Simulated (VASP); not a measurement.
# MgO (Periclase) (Fm-3m) in VASP: further runs, part 2 of 2

VASP 6.6.1.

### Step 3. Relaxation of the atoms, LDA (a relaxed cell with its volume scaled by 1.02)

The input, INCAR:

```
  PREC = Accurate
  ENCUT = 600
  EDIFF = 1E-7
  ISMEAR = 0
  SIGMA = 0.03
  LREAL = F
  LASPH = T
  NELM = 80
  ALGO = Normal
  ISIF = 2
  LWAVE = F
  LCHARG = F
  GGA = CA
  IBRION = 2
  NSW = 40
  EDIFFG = -0.01
```

The input, KPOINTS:

```
regular mesh
0
Gamma
  12 12 12
```

The input, POSCAR:

```
MgO                                     
1.0
    0.0000000000      2.0853553432      2.0853553432
    2.0853553432      0.0000000000      2.0853553432
    2.0853553432      2.0853553432      0.0000000000
  Mg              O             
     1     1
Direct
     0.0000000000000000    0.0000000000000000    0.0000000000000000
     0.5000000000000000    0.5000000000000000    0.5000000000000000
```

Potentials or basis: VASP PAW LDA potentials, release 64 (Mg, O).

Launch:

```
> cat potpaw_LDA.64/Mg/POTCAR potpaw_LDA.64/O/POTCAR > POTCAR
> mpirun -np 1 vasp_std > vasp.out
```

OUTCAR:

```text
PREC = Accurate
   ENCUT = 600
   EDIFF = 1E-7
   ISMEAR = 0
   LREAL = F
   LASPH = T
   NELM = 80
   ISIF = 2
   GGA = CA
   IBRION = 2
   NSW = 40
   EDIFFG = -0.01

 ion  position               nearest neighbor table
   1  0.000  0.000  0.000-   2 2.09   2 2.09   2 2.09   2 2.09   2 2.09   2 2.09
   2  0.500  0.500  0.500-   1 2.09   1 2.09   1 2.09   1 2.09   1 2.09   1 2.09

  LATTYP: Found a face centered cubic cell.
 ALAT       =     4.1707106864

  Lattice vectors:

 A1 = (   0.0000000000,   2.0853553432,   2.0853553432)
 A2 = (   2.0853553432,   0.0000000000,   2.0853553432)
 A3 = (   2.0853553432,   2.0853553432,   0.0000000000)

Analysis of symmetry for initial positions (statically):
=====================================================================
 Subroutine PRICEL returns:
 Original cell was already a primitive cell.

 Routine SETGRP: Setting up the symmetry group for a
 face centered cubic supercell.

 Subroutine GETGRP returns: Found 48 space group operations
 (whereof 48 operations were pure point group operations)
 out of a pool of 48 trial point group operations.

The static configuration has the point symmetry O_h .

Analysis of symmetry for dynamics (positions and initial velocities):
=====================================================================
 Subroutine PRICEL returns:
 Original cell was already a primitive cell.

 Routine SETGRP: Setting up the symmetry group for a
 face centered cubic supercell.

 Subroutine GETGRP returns: Found 48 space group operations
 (whereof 48 operations were pure point group operations)
 out of a pool of 48 trial point group operations.

The dynamic configuration has the point symmetry O_h .

 Subroutine INISYM returns: Found 48 space group operations
 (whereof 48 operations are pure point group operations),
 and found     1 'primitive' translations

----------------------------------------------------------------------------------------

                                     Primitive cell

  volume of cell :      18.1372

  direct lattice vectors                    reciprocal lattice vectors
     0.000000000  2.085355343  2.085355343    -0.239767290  0.239767290  0.239767290
     2.085355343  0.000000000  2.085355343     0.239767290 -0.239767290  0.239767290
     2.085355343  2.085355343  0.000000000     0.239767290  0.239767290 -0.239767290

  length of vectors
     2.949137809  2.949137809  2.949137809     0.415289129  0.415289129  0.415289129

  position of ions in fractional coordinates (direct lattice)
     0.000000000  0.000000000  0.000000000
     0.500000000  0.500000000  0.500000000

  ion indices of the primitive-cell ions
   primitive index   ion index
                 1           1
                 2           2

----------------------------------------------------------------------------------------

 KPOINTS: regular mesh

Automatic generation of k-mesh.
 Grid dimensions read from file:
 generate k-points for:   12   12   12

 Generating k-lattice:

  Cartesian coordinates                     Fractional coordinates (reciprocal lattice)
    -0.019980608  0.019980608  0.019980608     0.083333333  0.000000000  0.000000000
     0.019980608 -0.019980608  0.019980608     0.000000000  0.083333333  0.000000000
     0.019980608  0.019980608 -0.019980608     0.000000000  0.000000000  0.083333333

  Length of vectors
     0.034607427  0.034607427  0.034607427

  Shift w.r.t. Gamma in fractional coordinates (k-lattice)
     0.000000000  0.000000000  0.000000000

 Subroutine IBZKPT returns following result:
 ===========================================

 Found     72 irreducible k-points:

 Following reciprocal coordinates:
            Coordinates               Weight
  0.000000  0.000000  0.000000      1.000000
  0.083333  0.000000  0.000000      8.000000
  0.166667  0.000000  0.000000      8.000000
  0.250000  0.000000  0.000000      8.000000
  0.333333  0.000000  0.000000      8.000000
  0.416667  0.000000  0.000000      8.000000
[... 16 lines left out ...]
  0.500000  0.166667  0.000000     24.000000
 -0.416667  0.166667  0.000000     24.000000
 [... further k-points ...]
   k-points           NKPTS =     72   k-points in BZ     NKDIM =     72   number of bands    NBANDS=      8
   number of dos      NEDOS =    301   number of ions     NIONS =      2
   total plane-waves  NPLWV =  13824
   dimension x,y,z NGX =    24 NGY =   24 NGZ =   24
   dimension x,y,z NGXF=    48 NGYF=   48 NGZF=   48
   ions per type =               1   1
   NGX,Y,Z   is equivalent  to a cutoff of  13.53, 13.53, 13.53 a.u.
   NGXF,Y,Z  is equivalent  to a cutoff of  27.06, 27.06, 27.06 a.u.
 SYSTEM =  unknown system
   PREC   = accura    normal or accurate (medium, high low for compatibility)
   ISTART =      0    job   : 0-new  1-cont  2-samecut
   ICHARG =      2    charge: 1-file 2-atom 10-const
   ISPIN  =      1    spin polarized calculation?
   LNONCOLLINEAR =      F non collinear calculations
   LSORBIT =      F    spin-orbit coupling
   LASPH  =      T    aspherical Exc in radial PAW
   ENCUT  =  600.0 eV  44.10 Ry    6.64 a.u.   5.89  5.89  5.89*2*pi/ulx,y,z
   NELM   =     80;   NELMIN=  2; NELMDL= -5     # of ELM steps
   EDIFF  = 0.1E-06   stopping-criterion for ELM
   LREAL  =      F    real-space projection
   EDIFFG = -.1E-01   stopping-criterion for IOM
   NSW    =     40    number of steps for IOM
   IBRION =      2    ionic relax: 0-MD 1-quasi-New 2-CG
   NFREE  =      1    steps in history (QN), initial steepest desc. (CG)
   ISIF   =      2    stress and relaxation
   ISYM   =      2    0-nonsym 1-usesym 2-fastsym
   POTIM  = 0.5000    time-step for ionic-motion
   TEBEG  =    0.0;   TEEND  =   0.0 temperature during run
   PSTRESS=    0.0 pullay stress
   NELECT =       8.0000    total number of electrons
   NUPDOWN=      -1.0000    fix difference up-down
   EMIN   =  10.00;   EMAX   =-10.00  energy-range for DOS
   EFERMI =   0.00;   METHOD = LEGACY
   ISMEAR =     0;   SIGMA  =   0.03  broadening in eV -4-tet -1-fermi 0-gaus
   EFERMI_NEDOS =   21; number of points for ismear=-14 and -15
   IALGO  =     38    algorithm
   IMIX   =      4    mixing-type and parameters
     AMIX     =   0.40;   BMIX     =  1.00
     AMIX_MAG =   1.60;   BMIX_MAG =  1.00
  volume/ion in A,a.u.               =       9.07        61.20
  Fermi-wavevector in a.u.,A,eV,Ry     =   1.246182  2.354942 21.129429  1.552969
  Thomas-Fermi vector in A             =   2.380371
   LORBIT       =      0    0 simple, 1 ext, 2 COOP (PROOUT), +10 PAW based schemes
   GGA     = CA    functional components
   LHFCALC =     F    Hartree Fock is set to
   AEXX    =    0.0000 exact exchange contribution
   IVDW    =     0    specifies the selected vdW correction
   LEPSILON=     F    determine dielectric tensor
   LRPA    =     F    only Hartree local field effects (RPA)
 conjugate gradient relaxation of ions
 non-spin polarized calculation
 Gauss-broadening in eV      SIGMA  =   0.03
  energy-cutoff  :      600.00
  volume of cell :       18.14
 maximum number of plane-waves:       620
   NGX = 11   NGY = 11   NGZ = 11

 number of electron       8.0000002 magnetization

 Free energy of the ion-electron system (eV)
  ---------------------------------------------------
  ext. energy  EPLUGINS =         0.00000000
  ---------------------------------------------------
  free energy    TOTEN  =       -13.44607128 eV

  energy without entropy =      -13.44607128  energy(sigma->0) =      -13.44607128

 E-fermi :   3.2876     XC(G=0): -11.7353

 val. band max:        3.1064233793   @ k =   0.0000   0.0000   0.0000
 cond. band min:       8.0583508819   @ k =   0.0000   0.0000   0.0000
 fundamental gap:      4.9519275027
 Fermi energy:         3.2875715869

 k-point     1 :       0.0000    0.0000    0.0000
  band No.  band energies     occupation
      1     -14.0526      2.00000
      2       3.1064      2.00000
      3       3.1064      2.00000
      4       3.1064      2.00000
      5       8.0584      0.00000
      6      18.7949      0.00000
      7      18.7949      0.00000
      8      18.7949      0.00000
[... 243 lines left out ...]
 k-point    24 :      -0.4167    0.1667    0.0000
  band No.  band energies     occupation
      1     -12.5280      2.00000
      2      -1.3060      2.00000
      3       1.4392      2.00000
      4       2.2730      2.00000
      5      12.1967      0.00000
      6      15.5600      0.00000
      7      17.3160      0.00000
      8      20.0677      0.00000

 [... further k-points ...]

------------------------ aborting loop because EDIFF is reached ----------------------------------------

  FORCE on cell =-STRESS in cart. coord.  units (eV):
  Direction    XX          YY          ZZ          XY          YZ          ZX
  --------------------------------------------------------------------------------------
  -------------------------------------------------------------------------------------
  Total       -0.3795447     -0.3795447     -0.3795447      0.0000000      0.0000000      0.0000000
  in kB      -33.5276694    -33.5276694    -33.5276694      0.0000000      0.0000000      0.0000000
  external PRESSURE =     -33.5276694 kB  Pullay stress =       0.0000000 kB

 VOLUME and BASIS-vectors are now :
 -----------------------------------------------------------------------------
  energy-cutoff  :      600.00
  volume of cell :       18.14
      direct lattice vectors                 reciprocal lattice vectors
     0.000000000  2.085355343  2.085355343    -0.239767290  0.239767290  0.239767290
     2.085355343  0.000000000  2.085355343     0.239767290 -0.239767290  0.239767290
     2.085355343  2.085355343  0.000000000     0.239767290  0.239767290 -0.239767290

 POSITION                                       TOTAL-FORCE (eV/Angst)
 -----------------------------------------------------------------------------------
      0.00000      0.00000      0.00000        -0.000000     -0.000000      0.000000
      2.08536      2.08536      2.08536         0.000000      0.000000      0.000000
 -----------------------------------------------------------------------------------
    total drift:                               -0.000000     -0.000000      0.000000

  FREE ENERGIE OF THE ION-ELECTRON SYSTEM (eV)
  ---------------------------------------------------
  free  energy   TOTEN  =       -13.4460712848 eV

  energy  without entropy=      -13.4460712848  energy(sigma->0) =      -13.44607128

 reached required accuracy - stopping structural energy minimisation
```

Run time: 20 s. Hardware: 1 thread of AMD EPYC 7R43 (Zen 3), shared host; peak memory 0.1 GiB.

What came out:

```yaml
Free_energy: -13.4461 eV
Pressure_after_relaxing: -3.4 GPa
Band_gap_on_the_k_mesh: 4.95 eV, direct
```

Final structure:
```
CELL_PARAMETERS angstrom
0.00000 2.08536 2.08536
2.08536 0.00000 2.08536
2.08536 2.08536 0.00000
ATOMIC_POSITIONS crystal
Mg 0.00000 0.00000 0.00000
O 0.50000 0.50000 0.50000
```

Caveat: the relaxation stopped at its first step, so nothing moved.

### Step 4. Comparison with measurements

Step 2. Against the measured gap of MgO, 7.83 eV (quoted in “Electronic structure of alkaline earth and post-transition metal oxides”, 2009, arxiv:0908.1581), the calculated 5.16 eV is off by -2.67 eV. The value is that of LDA on a finite k mesh, which can miss the band edges, without temperature or zero-point motion. Semilocal functionals fall short of measured gaps as a rule.
